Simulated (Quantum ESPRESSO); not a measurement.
# Rh (Fm-3m) in Quantum ESPRESSO: a series of runs, part 2 of 2

Quantum ESPRESSO 7.5.

### Step 3. Phonon dispersion, PBE

The input, pw.in:

```
&CONTROL
  calculation = 'scf'
  prefix = 'pwscf'
  outdir = './tmp'
  pseudo_dir = './pseudo'
  tprnfor = .true.
  tstress = .true.
  disk_io = 'low'
/
&SYSTEM
  ibrav = 0
  nat = 1
  ntyp = 1
  ecutwfc = 45
  ecutrho = 360
  nbnd = 13
  occupations = 'smearing'
  smearing = 'mv'
  degauss = 0.01469973
/
&ELECTRONS
  conv_thr = 2d-10
  electron_maxstep = 120
  mixing_beta = 0.5
/
ATOMIC_SPECIES
Rh   102.9055 rh_pbe_v1.4.uspp.F.UPF
CELL_PARAMETERS angstrom
   0.0000000000    1.8978500000    1.8978500000
   1.8978500000    0.0000000000    1.8978500000
   1.8978500000    1.8978500000    0.0000000000
ATOMIC_POSITIONS angstrom
Rh     0.0000000000    0.0000000000    0.0000000000
K_POINTS automatic
12 12 12 0 0 0
```

The input, relax.in:

```
&CONTROL
  calculation = 'vc-relax'
  prefix = 'pwscf'
  outdir = './tmp'
  pseudo_dir = './pseudo'
  tprnfor = .true.
  tstress = .true.
  disk_io = 'low'
  nstep = 40
  forc_conv_thr = 0.0001
  etot_conv_thr = 1d-06
/
&SYSTEM
  ibrav = 0
  nat = 1
  ntyp = 1
  ecutwfc = 45
  ecutrho = 360
  nbnd = 13
  occupations = 'smearing'
  smearing = 'mv'
  degauss = 0.01469973
/
&ELECTRONS
  conv_thr = 2d-10
  electron_maxstep = 120
  mixing_beta = 0.5
/
&IONS
  ion_dynamics = 'bfgs'
/
&CELL
  cell_dynamics = 'bfgs'
  press = 0
  press_conv_thr = 0.2
/
ATOMIC_SPECIES
Rh   102.9055 rh_pbe_v1.4.uspp.F.UPF
CELL_PARAMETERS angstrom
   0.0000000000    1.8978500000    1.8978500000
   1.8978500000    0.0000000000    1.8978500000
   1.8978500000    1.8978500000    0.0000000000
ATOMIC_POSITIONS angstrom
Rh     0.0000000000    0.0000000000    0.0000000000
K_POINTS automatic
12 12 12 0 0 0
```

The input, scf2.in:

```
&CONTROL
  calculation = 'scf'
  prefix = 'pwscf'
  outdir = './tmp'
  pseudo_dir = './pseudo'
  tprnfor = .true.
  tstress = .true.
  disk_io = 'low'
/
&SYSTEM
  ibrav = 0
  nat = 1
  ntyp = 1
  ecutwfc = 45
  ecutrho = 360
  nbnd = 13
  occupations = 'smearing'
  smearing = 'mv'
  degauss = 0.01469973
/
&ELECTRONS
  conv_thr = 1d-13
  electron_maxstep = 120
  mixing_beta = 0.5
  startingpot = 'file'
  startingwfc = 'file'
/
ATOMIC_SPECIES
Rh   102.9055 rh_pbe_v1.4.uspp.F.UPF
CELL_PARAMETERS angstrom
   0.0000000000    1.9152005230    1.9152005230
   1.9152005230    0.0000000000    1.9152005230
   1.9152005230    1.9152005230    0.0000000000
ATOMIC_POSITIONS angstrom
Rh     0.0000000000    0.0000000000    0.0000000000
K_POINTS automatic
12 12 12 0 0 0
```

The input, ph.in:

```
phonon_bands of Rh
&INPUTPH
  prefix = 'pwscf'
  outdir = './tmp'
  tr2_ph = 1d-18
  fildyn = 'dyn'
  niter_ph = 90
  alpha_mix(1) = 0.4
  ldisp = .true.
  nq1 = 2
  nq2 = 2
  nq3 = 2
/
```

The input, q2r.in:

```
&INPUT
  fildyn = 'dyn'
  zasr = 'crystal'
  flfrc = 'fc'
/
```

The input, matdyn.in:

```
&INPUT
  asr = 'crystal'
  flfrc = 'fc'
  flfrq = 'freq'
  q_in_cryst_coord = .true.
  flvec = ' '
/
80
 0.0000000000  0.0000000000  0.0000000000
 0.0454545455  0.0000000000  0.0454545455
 0.0909090909  0.0000000000  0.0909090909
 0.1363636364  0.0000000000  0.1363636364
 0.1818181818  0.0000000000  0.1818181818
 0.2272727273  0.0000000000  0.2272727273
 0.2727272727  0.0000000000  0.2727272727
 0.3181818182  0.0000000000  0.3181818182
 0.3636363636  0.0000000000  0.3636363636
 0.4090909091  0.0000000000  0.4090909091
 0.4545454545  0.0000000000  0.4545454545
 0.5000000000  0.0000000000  0.5000000000
 0.5000000000  0.0500000000  0.5500000000
 0.5000000000  0.1000000000  0.6000000000
 0.5000000000  0.1500000000  0.6500000000
 0.5000000000  0.2000000000  0.7000000000
 0.5000000000  0.2500000000  0.7500000000
 0.4687500000  0.2812500000  0.7500000000
 0.4375000000  0.3125000000  0.7500000000
 0.4062500000  0.3437500000  0.7500000000
 0.3750000000  0.3750000000  0.7500000000
 0.3461538462  0.3461538462  0.6923076923
 0.3173076923  0.3173076923  0.6346153846
 0.2884615385  0.2884615385  0.5769230769
 0.2596153846  0.2596153846  0.5192307692
 0.2307692308  0.2307692308  0.4615384615
 0.2019230769  0.2019230769  0.4038461538
 0.1730769231  0.1730769231  0.3461538462
 0.1442307692  0.1442307692  0.2884615385
 0.1153846154  0.1153846154  0.2307692308
 0.0865384615  0.0865384615  0.1730769231
 0.0576923077  0.0576923077  0.1153846154
 0.0288461538  0.0288461538  0.0576923077
 0.0000000000  0.0000000000  0.0000000000
 0.0454545455  0.0454545455  0.0454545455
 0.0909090909  0.0909090909  0.0909090909
 0.1363636364  0.1363636364  0.1363636364
 0.1818181818  0.1818181818  0.1818181818
 0.2272727273  0.2272727273  0.2272727273
 0.2727272727  0.2727272727  0.2727272727
 0.3181818182  0.3181818182  0.3181818182
 0.3636363636  0.3636363636  0.3636363636
 0.4090909091  0.4090909091  0.4090909091
 0.4545454545  0.4545454545  0.4545454545
 0.5000000000  0.5000000000  0.5000000000
 0.5178571429  0.4642857143  0.5178571429
 0.5357142857  0.4285714286  0.5357142857
 0.5535714286  0.3928571429  0.5535714286
 0.5714285714  0.3571428571  0.5714285714
 0.5892857143  0.3214285714  0.5892857143
 0.6071428571  0.2857142857  0.6071428571
 0.6250000000  0.2500000000  0.6250000000
 0.5937500000  0.2500000000  0.6562500000
 0.5625000000  0.2500000000  0.6875000000
 0.5312500000  0.2500000000  0.7187500000
 0.5000000000  0.2500000000  0.7500000000
 0.5000000000  0.2750000000  0.7250000000
 0.5000000000  0.3000000000  0.7000000000
 0.5000000000  0.3250000000  0.6750000000
 0.5000000000  0.3500000000  0.6500000000
 0.5000000000  0.3750000000  0.6250000000
 0.5000000000  0.4000000000  0.6000000000
 0.5000000000  0.4250000000  0.5750000000
 0.5000000000  0.4500000000  0.5500000000
 0.5000000000  0.4750000000  0.5250000000
 0.5000000000  0.5000000000  0.5000000000
 0.4861111111  0.4861111111  0.5277777778
 0.4722222222  0.4722222222  0.5555555556
 0.4583333333  0.4583333333  0.5833333333
 0.4444444444  0.4444444444  0.6111111111
 0.4305555556  0.4305555556  0.6388888889
 0.4166666667  0.4166666667  0.6666666667
 0.4027777778  0.4027777778  0.6944444444
 0.3888888889  0.3888888889  0.7222222222
 0.3750000000  0.3750000000  0.7500000000
 0.6250000000  0.2500000000  0.6250000000
 0.5937500000  0.1875000000  0.5937500000
 0.5625000000  0.1250000000  0.5625000000
 0.5312500000  0.0625000000  0.5312500000
 0.5000000000  0.0000000000  0.5000000000
```

The input, matdyn_dos.in:

```
&INPUT
  asr = 'crystal'
  flfrc = 'fc'
  dos = .true.
  fldos = 'phdos'
  nk1 = 18
  nk2 = 18
  nk3 = 18
  deltaE = 1
  flvec = ' '
  flfrq = ' '
/
```

The input, matdyn_mesh.in:

```
&INPUT
  asr = 'crystal'
  flfrc = 'fc'
  flfrq = 'mesh'
  q_in_cryst_coord = .true.
  flvec = ' '
/
1000
 0.05000000  0.05000000  0.05000000
 0.05000000  0.05000000  0.15000000
 0.05000000  0.05000000  0.25000000
[... 997 further points of the even 10 x 10 x 10 mesh, shifted by half a step ...]
```

Potentials or basis: GBRV 1.5 PBE.

The run is started by

```
OMP_NUM_THREADS=1 pw.x -in pw.in > pw.out
OMP_NUM_THREADS=1 pw.x -in relax.in > relax.out
OMP_NUM_THREADS=1 pw.x -in scf2.in > scf2.out
OMP_NUM_THREADS=1 ph.x -in ph.in > ph.out
OMP_NUM_THREADS=1 q2r.x -in q2r.in > q2r.out
OMP_NUM_THREADS=1 matdyn.x -in matdyn.in > matdyn.out
OMP_NUM_THREADS=1 matdyn.x -in matdyn_dos.in > matdyn_dos.out
OMP_NUM_THREADS=1 matdyn.x -in matdyn_mesh.in > matdyn_mesh.out
```

pw.out:

```text
This program is part of the open-source Quantum ESPRESSO suite
     for quantum simulation of materials; please cite
[... 9 lines left out ...]
     --------------------
     sticks:   dense  smooth     PW     G-vecs:    dense   smooth      PW
     Sum         649     313    109                10777     3719     749

     Using Slab Decomposition

     bravais-lattice index     =            0
     lattice parameter (alat)  =       5.0720  a.u.
     unit-cell volume          =      92.2597 (a.u.)^3
     number of atoms/cell      =            1
     number of atomic types    =            1
     number of electrons       =        15.00
     number of Kohn-Sham states=           13
     kinetic-energy cutoff     =      45.0000  Ry
     charge density cutoff     =     360.0000  Ry
     scf convergence threshold =      2.0E-10
     mixing beta               =       0.5000
     number of iterations used =            8  plain     mixing
     Exchange-correlation=  SLA  PW   PBX  PBC
                           (   1   4   3   4   0   0   0)

     celldm(1)=   5.071959  celldm(2)=   0.000000  celldm(3)=   0.000000
     celldm(4)=   0.000000  celldm(5)=   0.000000  celldm(6)=   0.000000

     crystal axes: (cart. coord. in units of alat)
               a(1) = (   0.000000   0.707107   0.707107 )
               a(2) = (   0.707107   0.000000   0.707107 )
               a(3) = (   0.707107   0.707107   0.000000 )

     reciprocal axes: (cart. coord. in units 2 pi/alat)
               b(1) = ( -0.707107  0.707107  0.707107 )
               b(2) = (  0.707107 -0.707107  0.707107 )
               b(3) = (  0.707107  0.707107 -0.707107 )

     PseudoPot. # 1 for Rh read from file:
     rh_pbe_v1.4.uspp.F.UPF
     Pseudo is Ultrasoft + core correction, Zval = 15.0
     Generated by new atomic code, or converted to UPF format
     Using radial grid of  969 points,  7 beta functions with:
                l(1) =   0
                l(2) =   0
                l(3) =   1
                l(4) =   1
                l(5) =   2
                l(6) =   2
                l(7) =   2
     Q(r) pseudized with  8 coefficients,  rinner =    1.200   1.200   1.200
                                                       1.200   1.200

     atomic species   valence    mass     pseudopotential
     Rh               15.00   102.90550     Rh( 1.00)

     48 Sym. Ops., with inversion, found

   Cartesian axes

     site n.     atom                  positions (alat units)
         1        Rh     tau(   1) = (   0.0000000   0.0000000   0.0000000  )

     number of k points=    72  Marzari-Vanderbilt smearing, width (Ry)=  0.0147
                       cart. coord. in units 2pi/alat
        k(    1) = (   0.0000000   0.0000000   0.0000000), wk =   0.0011574
        k(    2) = (   0.0589256   0.0589256  -0.0589256), wk =   0.0092593
        k(    3) = (   0.1178511   0.1178511  -0.1178511), wk =   0.0092593
        k(    4) = (   0.1767767   0.1767767  -0.1767767), wk =   0.0092593
        k(    5) = (   0.2357023   0.2357023  -0.2357023), wk =   0.0092593
        k(    6) = (   0.2946278   0.2946278  -0.2946278), wk =   0.0092593
[... 64 lines left out ...]
        k(   71) = (  -0.7071068   0.2357023   0.0000000), wk =   0.0138889
        k(   72) = (  -0.7071068   0.3535534   0.0000000), wk =   0.0069444

     Dense  grid:    10777 G-vectors     FFT dimensions: (  32,  32,  32)

     Smooth grid:     3719 G-vectors     FFT dimensions: (  24,  24,  24)

     Initial potential from superposition of free atoms

     starting charge      14.4999, renormalised to      15.0000

     negative rho (up, down):  5.736E-02 0.000E+00
     Starting wfcs are   12 randomized atomic wfcs +    1 random wfcs

     Self-consistent Calculation

     iteration #  1     ecut=    45.00 Ry     beta= 0.50
     Davidson diagonalization with overlap
     ethr =  1.00E-02,  avg # of iterations =  4.2

     negative rho (up, down):  5.941E-02 0.000E+00
[... 49 lines left out ...]
     iteration #  7     ecut=    45.00 Ry     beta= 0.50
     Davidson diagonalization with overlap
     ethr =  6.65E-11,  avg # of iterations =  2.3

     negative rho (up, down):  5.943E-02 0.000E+00

     End of self-consistent calculation

          k = 0.0000 0.0000 0.0000 (   459 PWs)   bands (ev):

   -24.8652 -24.8652 -24.8652  13.5242  18.4259  18.4259  18.4259  20.5317
    20.5317  38.1382  43.6450  43.6450  43.6450

          k = 0.0589 0.0589-0.0589 (   495 PWs)   bands (ev):
[... 121 lines left out ...]
   -25.3637 -25.0737 -24.9368  16.4283  17.8428  18.4364  19.2918  20.2255
    23.0118  35.5380  38.3123  41.9434  45.6335

          k = 0.0000-0.2357 0.2357 (   475 PWs)   bands (ev):

   -25.2367 -25.0137 -24.9086  15.9140  17.5732  18.7406  19.4131  19.6945
    21.8094  37.7560  39.1958  43.7933  43.9704

          k = 0.3536 0.0000 0.0000 (   480 PWs)   bands (ev):

   -25.2292 -25.0030 -25.0030  15.8614  16.8133  19.6017  20.0633  20.0633
    21.2637  40.1929  40.6193  40.6193  41.7942

          k = 0.4125 0.0589-0.0589 (   465 PWs)   bands (ev):
[... 21 lines left out ...]
   -25.4420 -25.2384 -25.0055  16.7771  17.6091  18.3653  19.6943  21.1425
    26.3228  32.3410  35.4315  41.2101  42.4716

          k = 0.0000-0.3536 0.3536 (   481 PWs)   bands (ev):

   -25.4018 -25.1811 -24.9689  17.0981  17.6110  18.0438  19.6221  20.4327
    24.6185  35.0208  35.7049  41.3250  44.7765

          k = 0.4714 0.0000-0.0000 (   472 PWs)   bands (ev):
[... 31 lines left out ...]
   -25.5436 -25.1558 -25.1276  15.3411  15.7029  21.6118  21.8135  22.4088
    25.3967  34.0845  34.6546  35.6869  44.4189

          k = 0.0000-0.5893 0.5893 (   466 PWs)   bands (ev):

   -25.5121 -25.2213 -25.1124  15.5878  16.0843  20.5370  21.4247  22.2461
    27.5102  32.2728  33.8358  36.6126  43.8425

          k =-0.7071 0.0000 0.0000 (   468 PWs)   bands (ev):

   -25.5676 -25.1389 -25.1389  15.1637  15.5344  22.0782  22.5272  22.5272
    24.8261  33.8597  35.0897  35.0897  44.5751

          k = 0.2357 0.1179 0.0000 (   473 PWs)   bands (ev):

   -25.1183 -24.9557 -24.9099  15.1719  17.6098  18.9362  19.1877  19.9157
    21.0106  39.4474  39.8943  43.0605  44.5071

          k = 0.2946 0.1768-0.0589 (   477 PWs)   bands (ev):
[... 16 lines left out ...]
   -25.5638 -25.0668 -24.9967  15.9324  17.8346  18.8919  19.7376  21.9991
    25.2934  30.0976  38.1651  40.8051  42.7456

          k = 0.3536 0.1179 0.0000 (   475 PWs)   bands (ev):

   -25.2716 -25.0271 -24.9796  16.1339  16.9476  18.8106  20.0556  20.4376
    21.7212  38.3162  39.4441  41.5098  42.9758

          k = 0.4125 0.1768-0.0589 (   468 PWs)   bands (ev):
[... 21 lines left out ...]
   -25.4281 -25.1564 -24.9874  16.8042  17.7344  17.9357  19.7489  20.9218
    24.6330  33.9223  36.8651  40.3426  44.9671

          k = 0.0000-0.2357 0.3536 (   472 PWs)   bands (ev):

   -25.3471 -25.0925 -24.9552  16.7635  17.2833  18.1990  19.9722  20.1070
    23.0615  36.4293  37.6873  41.4727  44.7937

          k = 0.4714 0.1179-0.0000 (   469 PWs)   bands (ev):
[... 36 lines left out ...]
   -25.4367 -25.3010 -25.0984  16.1209  16.7925  19.1287  20.7165  22.1065
    29.6557  30.5222  33.6224  37.0751  44.1683

          k =-0.7071 0.1179-0.0000 (   464 PWs)   bands (ev):

   -25.5395 -25.1683 -25.1409  15.4226  15.7828  21.1400  21.7131  22.5280
    26.4140  33.6302  34.6271  34.7655  45.0905

          k =-0.2357-0.4714 0.7071 (   467 PWs)   bands (ev):
[... 21 lines left out ...]
   -25.4144 -25.3005 -25.1226  16.4412  17.0905  18.3715  20.4700  22.3163
    29.5283  31.3358  34.1651  35.2594  46.1721

          k = 0.0000-0.3536 0.5893 (   470 PWs)   bands (ev):

   -25.3837 -25.3326 -25.1016  16.6878  17.5848  17.7228  20.3254  22.0879
    28.9656  31.9509  33.5883  36.3650  46.1927

          k =-0.7071 0.2357 0.0000 (   470 PWs)   bands (ev):

   -25.4624 -25.2481 -25.1448  16.0551  16.5165  19.2814  20.8578  22.5297
    28.8395  33.1571  33.2745  34.3905  46.1044

          k =-0.7071 0.3536 0.0000 (   464 PWs)   bands (ev):

   -25.3559 -25.3559 -25.1468  16.4728  17.7018  17.7018  20.3242  22.5305
    31.2358  31.2358  32.9443  34.2630  48.0142

     the Fermi energy is    21.5283 ev

!    total energy              =    -171.20143570 Ry
     estimated scf accuracy    <          1.3E-10 Ry
     smearing contrib. (-TS)   =       0.00038146 Ry
     internal energy E=F+TS    =    -171.20181716 Ry

     The total energy is F=E-TS. E is the sum of the following terms:
     one-electron contribution =     -22.25166939 Ry
     hartree contribution      =      24.83368888 Ry
     xc contribution           =     -29.96424657 Ry
     ewald contribution        =    -143.81959008 Ry

     convergence has been achieved in   7 iterations

     negative rho (up, down):  5.943E-02 0.000E+00

     Forces acting on atoms (cartesian axes, Ry/au):

     atom    1 type  1   force =     0.00000000    0.00000000    0.00000000

     Total force =     0.000000     Total SCF correction =     0.000000

     Computing stress (Cartesian axis) and pressure

     negative rho (up, down):  5.943E-02 0.000E+00
          total   stress  (Ry/bohr**3)                   (kbar)     P=       77.14
   0.00052440  -0.00000000   0.00000000           77.14       -0.00        0.00
  -0.00000000   0.00052440  -0.00000000           -0.00       77.14       -0.00
   0.00000000  -0.00000000   0.00052440            0.00       -0.00       77.14

=------------------------------------------------------------------------------=
   JOB DONE.
=------------------------------------------------------------------------------=
```

Wall time 7.6 min (1 thread of Arm Neoverse V1, shared host); peak memory 0.09 GiB.

What came out:

```yaml
Free_energy: -2329.3233 eV
Relaxed_volume: 14.05 Å³/atom
Relaxed_cell: a = 2.709 Å, b = 2.709 Å, c = 2.709 Å, α = 60.00°, β = 60.00°, γ = 60.00°
Space_group_after_relaxing_to_0.05_Å: Fm-3m (No. 225)
Pressure_after_relaxing: 0.1 GPa
Band_gap_on_the_k_mesh: none (metal or under the smearing width)
Highest_phonon_frequency: 239 cm⁻¹
Zero-point_energy: 0.032 eV/atom
```

The path:
| step | energy change (eV) | largest force (eV/Å) | pressure (GPa) | volume (Å³) |
| --- | --- | --- | --- | --- |
| 1 | 0.0000 | 0.0000 | 7.71 | 13.67 |
| 2 | -0.0073 | 0.0000 | -3.00 | 14.22 |
| 3 | -0.0089 | 0.0000 | -0.17 | 14.06 |
| 4 | -0.0089 | 0.0000 | 0.01 | 14.05 |

Final structure:
```cif
data_structure
_symmetry_space_group_name_H-M 'P 1'
_symmetry_Int_Tables_number 1
_cell_length_a 2.7085
_cell_length_b 2.7085
_cell_length_c 2.7085
_cell_angle_alpha 60.000
_cell_angle_beta 60.000
_cell_angle_gamma 60.000
_cell_volume 14.05
loop_
_atom_site_label
_atom_site_type_symbol
_atom_site_fract_x
_atom_site_fract_y
_atom_site_fract_z
_atom_site_occupancy
Rh1 Rh 0.00000 0.00000 0.00000 1
```

Phonon frequencies in cm⁻¹ (negative: imaginary):
```csv
q point,frequencies
"(0.000, 0.000, 0.000)",0 0 0
"(0.318, 0.000, 0.318)",157 157 197
"(0.500, 0.150, 0.650)",186 197 225
"(0.346, 0.346, 0.692)",168 213 213
"(0.144, 0.144, 0.288)",87 114 153
"(0.091, 0.091, 0.091)",39 39 67
"(0.409, 0.409, 0.409)",133 133 229
"(0.589, 0.321, 0.589)",163 194 225
"(0.500, 0.275, 0.725)",184 210 213
"(0.500, 0.450, 0.550)",142 147 238
"(0.431, 0.431, 0.639)",156 178 231
"(0.562, 0.125, 0.562)",183 193 230
```

Phonon frequencies at the corners of the path (cm⁻¹, interpolated; i marks imaginary ones):
```tsv
point	frequencies
Γ	0 0 0
X	186 186 233
W	187 212 212
K	174 207 220
L	138 138 239
U	174 207 220
```

Phonon states per cell in windows of 20 cm⁻¹ (negative: imaginary):
```
from (cm⁻¹)  total
          0   0.00
         20   0.01
         40   0.02
         60   0.04
         80   0.08
        100   0.15
        120   0.29
        140   0.50
        160   0.58
        180   0.47
        200   0.40
        220   0.47
```

Harmonic thermodynamics per atom at this volume (zero-point energy 32.0 meV, Debye temperature from the second moment 329 K):
```tsv
T (K)	free energy (meV)	entropy (k_B)	heat capacity Cv (k_B)
50	31.8	0.22	0.63
100	29.1	1.07	1.84
200	12.7	2.66	2.63
298.15	-14.7	3.75	2.83
500	-93.9	5.24	2.94
800	-248.8	6.63	2.97
```

Caveat: the q mesh is small, so phonon branches between its points and thermal values are rough.
